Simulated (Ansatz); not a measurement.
## MnS: levels along high-symmetry lines

```
CELL_PARAMETERS angstrom
0.00000 2.81971 2.81971
2.81971 0.00000 2.81971
2.81971 2.81971 0.00000
ATOMIC_POSITIONS crystal
Mn 0.00000 0.00000 0.00000
S 0.25000 0.25000 0.25000
```

Atoms are numbered in the order listed.

The cell was built from the zincblende type and relaxed in the same program, and has space group F-43m; it needn't be a known or the stable phase.

Other magnetic orders may lie lower; this is the state that the run reached.

Computed with Ansatz 0.2.0, DFT, PBE, all-electron LAPW, scalar-relativistic.

Numerical set-up: a Γ-centred 12×12×12 k mesh, Fermi–Dirac smearing of 0.05 eV, basis error target 0.5 meV/atom, spin-polarised from start moments Mn1 4 μB, ending with a cell moment of 4.96 μB.

Points in fractions of the reciprocal vectors of this cell: Γ (0, 0, 0), X (-0.5, -0.5, 0), U (-0.375, -0.375, 0.25), K (-0.375, 0, 0.375), L (0, 0, 0.5), W (-0.5, -0.25, 0.25). The path joins them by straight lines in the order Γ–X–U–K–Γ–L–W–X; legs that retrace an earlier one aren't tabulated. Energies are in eV from the Fermi level.

(1) List the spin-down levels at K between -8 and 5.5 eV.

(2) List the spin-down levels at X between -8 and 5.5 eV.

(3) List the spin-up levels at Γ between -8 and 5.5 eV.

(4) What is the band gap?

Results:

(1) -4.63, -3.99, -3.25, 0.12, 0.90, 0.96, 1.63, 1.76, 5.08.

(2) -5.00, -3.31 (×2), 0.06, 0.87, 1.29, 1.34 (×2), 4.47.

(3) -4.83 (×3), -3.21 (×2), 0.16 (×3), 0.84.

(4) None at this level of theory (metallic, semimetallic, or a small gap that the functional closes).
